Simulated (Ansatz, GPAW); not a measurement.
# TePb with PBE in single-zeta orbitals from a Python script

These are simulated results from GPAW 26.7.0, not measurements. The cell was built from a prototype and was relaxed with r2SCAN in plane waves (Ansatz 0.2.0). Not every such cell is a known phase. All runs are without spin polarisation.

The symmetry is P6_3mc (No. 186, hexagonal); conventional cell a = 5.498 Å, c = 6.575 Å, 43.04 Å³ an atom. Pb has 5 Te at 3.17–3.29 Å; Te has 5 Pb at 3.17–3.29 Å.

The basis is minimal: single zeta, one radial function for each shell that the log's basis lists. It describes the filled bands fairly and the empty ones poorly.

The script, run.py:

```python
import json
from ase import Atoms
from gpaw import GPAW, PW, FermiDirac

atoms = Atoms(['Pb', 'Pb', 'Te', 'Te'],
              cell=[[5.49840737, 0.0, 0.0], [-2.74920369, 4.76176046, 0.0], [0.0, 0.0, 6.57535644]],
              scaled_positions=[[0.333333333, 0.666666667, -0.062040969], [0.666666667, 0.333333333, 0.437959031], [0.333333333, 0.666666667, 0.437040969], [0.666666667, 0.333333333, 0.937040969]],
              pbc=True)
calc = GPAW(mode='lcao', basis='sz(dzp)', h=0.2, xc='PBE', kpts={'size': (6, 6, 4), 'gamma': True},
            occupations=FermiDirac(0.02), maxiter=100, legacy_gpaw=True, txt='gpaw.txt')
atoms.calc = calc
res = {'energy': atoms.get_potential_energy(force_consistent=True)}
res['electrons'] = calc.get_number_of_electrons()
res['k'] = calc.get_ibz_k_points().tolist()
res['levels'] = [calc.get_eigenvalues(kpt=i).tolist() for i in range(len(res['k']))]
points = [[0.0, 0.0, 0.0], [0.5, 0.0, 0.0], [0.333333, 0.333333, 0.0], [0.0, 0.0, 0.5], [0.5, 0.0, 0.5], [0.333333, 0.333333, 0.5]]
bands = calc.fixed_density(kpts=points, symmetry='off', txt='bands.txt')
res['points'] = [bands.get_eigenvalues(kpt=i).tolist() for i in range(len(points))]
json.dump(res, open('results.json', 'w'))
print('free energy (eV):', round(res['energy'], 5))
```

Command: `python run.py`. It took 11 s on 1 thread of Arm Neoverse V1, with other jobs on the host, peak memory 0.2 GiB.

The log gpaw.txt, trimmed of paths, versions and times, then the last line on the terminal. An iter line gives the energy in eV and the logarithms of the changes of orbitals (plane waves alone) and density (c: converged):

```
___ ___ ___ _ _ _
 |   |   |_  | | | |

 | | | | | . | | | |

 |__ |  _|___|_____|  26.7.0
 |___|_|

Input parameters:
  basis: sz(dzp)
  h: 0.2
  kpts: {gamma: True,
         size: (6, 6, 4)}
  maxiter: 100
  mode: lcao
  occupations: {fixmagmom: False,
                name: fermi-dirac,
                width: 0.02}
  xc: PBE

System changes: positions, numbers, cell, pbc, initial_charges, initial_magmoms

Initialize ...

species:
  Pb:
    name:    Lead
    Z:       82.0
    valence: 14
    core:    68
    charge:  0.0  # [|e|]
    compensation charges:
      type: gauss
      rc: 0.38  # [Å]
      lmax: 2
    cutoffs:
      filter: 2.36  # [Å]
      core: 2.43  # [Å]
    projectors
    | kind |    occ | energy [eV] | rcut [Å] |

    |------|--------|-------------|----------|

    |   6s |  2.000 |     -11.969 |    1.259 |

    |   6p |  2.000 |      -3.506 |    1.275 |

    |   5d | 10.000 |     -21.211 |    1.217 |

    |    s |        |      15.243 |    1.259 |

    |    p |        |      23.705 |    1.275 |

    |    d |        |       6.001 |    1.217 |

    LCAO basis set for Pb:
      Name: sz(dzp)
      Number of radial functions: 3
      Number of spherical harmonics: 9
        l=0, rc=6.8438 Bohr: 6s-sz confined orbital
        l=1, rc=9.8125 Bohr: 6p-sz confined orbital
        l=2, rc=4.5156 Bohr: 5d-sz confined orbital
      Number of RI-basis functions 0

  Te:
    name:    Tellurium
    Z:       52.0
    valence: 6
    core:    46
    charge:  0.0  # [|e|]
    compensation charges:
      type: gauss
      rc: 0.36  # [Å]
      lmax: 2
    cutoffs:
      filter: 2.09  # [Å]
      core: 3.17  # [Å]
    projectors
    | kind |    occ | energy [eV] | rcut [Å] |

    |------|--------|-------------|----------|

    |   5s |  2.000 |     -15.089 |    1.180 |

    |   5p |  4.000 |      -5.955 |    1.196 |

    |    s |        |      12.123 |    1.180 |

    |    p |        |      21.256 |    1.196 |

    |    d |        |       0.000 |    1.238 |

    LCAO basis set for Te:
      Name: sz(dzp)
      Number of radial functions: 2
      Number of spherical harmonics: 4
        l=0, rc=6.2500 Bohr: 5s-sz confined orbital
        l=1, rc=8.0156 Bohr: 5p-sz confined orbital
      Number of RI-basis functions 0

Reference energy: -1504130.293596  # eV

Spin-paired calculation

Convergence criteria:
 Maximum [total energy] change in last 3 cyles: 0.0005 eV / valence electron
 Maximum integral of absolute [dens]ity change: 0.0001 electrons / valence electron
 Maximum integral of absolute [eigenst]ate change: 4e-08 eV^2 / valence electron
 Maximum number of scf [iter]ations: 100
 (Square brackets indicate name in SCF output, whereas a 'c' in
 the SCF output indicates the quantity has converged.)

Symmetries present (total): 2

  ( 1  0  0)  ( 0 -1  0)
  ( 0  1  0)  (-1  0  0)
  ( 0  0  1)  ( 0  0  1)

144 k-points: 6 x 6 x 4 Monkhorst-Pack grid + [1/12,1/12,1/8]
47 k-points in the irreducible part of the Brillouin zone
       k-points in crystal coordinates                weights
   0:     0.00000000    0.00000000    0.00000000          1/144
   1:     0.00000000    0.00000000    0.25000000          2/144
   2:     0.00000000    0.00000000    0.50000000          1/144
   3:     0.16666667   -0.16666667   -0.25000000          2/144
   4:     0.16666667   -0.16666667    0.00000000          2/144
   5:     0.16666667   -0.16666667    0.25000000          2/144
   6:     0.16666667   -0.16666667    0.50000000          2/144
   7:     0.16666667    0.00000000   -0.25000000          4/144
   8:     0.16666667    0.00000000    0.00000000          4/144
   9:     0.16666667    0.00000000    0.25000000          4/144
          ...
  46:     0.50000000    0.50000000    0.50000000          1/144

Wave functions: LCAO
  Diagonalizer: Serial LAPACK
  Atomic Correction: dense with blas
  Data-type: complex

Occupation numbers: Fermi-Dirac:
  width: 0.0200  # eV

Eigensolver
   LCAO using direct dense diagonalizer

Densities:
  Coarse grid: 24*24*32 grid
  Fine grid: 48*48*64 grid
  Total Charge: 0.000000

Density mixing:
  Method: separate
  Backend: msr1
  Linear mixing parameter: 0.05
  old densities: 10
  Width of damping distribution: 1.1
  Damping of long wavelength oscillations: 20

Hamiltonian:
  XC and Coulomb potentials evaluated on a 48*48*64 grid
  Using the PBE Exchange-Correlation functional
  Interpolation: tri-quintic (5. degree polynomial)
  Poisson solver: FastPoissonSolver using
    Stencil: 8*3+1=25 point O(h^6) finite-difference Laplacian
    FFT axes: [np.int64(0), np.int64(1), np.int64(2)]
    FST axes: []

XC parameters: PBE with 2 nearest neighbor stencil

Memory estimate:
  Process memory now: 124.64 MiB
  Calculator: 33.06 MiB
    Density: 22.44 MiB
      Arrays: 3.66 MiB
      Localized functions: 15.98 MiB
      Mixer: 2.81 MiB
    Hamiltonian: 3.61 MiB
      Arrays: 2.39 MiB
      XC: 0.00 MiB
      Poisson: 0.00 MiB
      vbar: 1.22 MiB
    Wavefunctions: 7.01 MiB
      C [qnM]: 0.48 MiB
      S, T [2 x qmm]: 0.97 MiB
      P [aqMi]: 0.07 MiB
      BasisFunctions: 5.48 MiB
      Eigensolver: 0.00 MiB

Total number of cores used: 1

Number of atoms: 4
Number of atomic orbitals: 26
Number of bands in calculation: 26
Number of valence electrons: 40
Bands to converge: occupied
Positions:
   0 Pb    -0.000000    3.174507   -0.407941    ( 0.0000,  0.0000,  0.0000)
   1 Pb     2.749204    1.587253    2.879737    ( 0.0000,  0.0000,  0.0000)
   2 Te    -0.000000    3.174507    2.873700    ( 0.0000,  0.0000,  0.0000)
   3 Te     2.749204    1.587253    6.161378    ( 0.0000,  0.0000,  0.0000)

Unit cell:
           periodic     x           y           z      points  spacing
  1. axis:    yes    5.498407    0.000000    0.000000    24     0.1984
  2. axis:    yes   -2.749204    4.761760    0.000000    24     0.1984
  3. axis:    yes    0.000000    0.000000    6.575356    32     0.2055

  Lengths:   5.498407   5.498407   6.575356
  Angles:   90.000000  90.000000 120.000000

Effective grid spacing dv^(1/3) = 0.2106

iter:   1   -12.426551        c
iter:   2   -12.403857        c -1.42
iter:   3   -12.312307        c -1.46
iter:   4   -12.310210        c -2.17
iter:   5   -12.309693c       c -2.46
iter:   6   -12.309690c       c -3.73
iter:   7   -12.309690c       c -4.92c

Converged after 7 iterations.

Energy contributions relative to reference atoms: (reference = -1504130.293596)

Kinetic:       +118.986020
Potential:     -112.304417
External:        +0.000000
XC:             -19.260966
Entropy (-ST):   -0.000000
Local:           +0.269673
SIC:             +0.000000
--------------------------
Free energy:    -12.309690
Extrapolated:   -12.309690

Showing only first 2 kpts
 Kpt  Band  Eigenvalues  Occupancy
  0    18      2.40531    2.00000
  0    19      2.40545    2.00000
  0    20      5.35184    0.00000
  0    21      5.35208    0.00000

  1    18      2.18762    2.00000
  1    19      3.12082    2.00000
  1    20      5.47324    0.00000
  1    21      5.47346    0.00000

Fermi level: 4.36877

Gap: 1.166 eV
Transition (v -> c):
  (s=0, k=32, n=19, [0.33, 0.33, 0.50]) -> (s=0, k=32, n=20, [0.33, 0.33, 0.50])
No difference between direct/indirect transitions

free energy (eV): -12.30969
```

The gap in the log is over the mesh alone; results.json adds the listed points. PBE in single-zeta orbitals gives a gap of 1.17 eV. On the same cell, plane-wave PBE (Ansatz, 6×6×4 k points and the special points) gives a gap of 1.12 eV and r2SCAN a gap of 1.38 eV; on shared hosts these took about 13 and 29 core-seconds on the 4-atom cell, against 11 for the script. Spin-orbit coupling, left out in all these runs, can cut or reorder the gap by tenths of an eV, up to about 1 eV with Pb or Bi.

Spin-orbit coupling is left out; in compounds of Pb, Bi, Tl or Hg it can lower a gap by up to about 1 eV, split its edges or invert the bands.
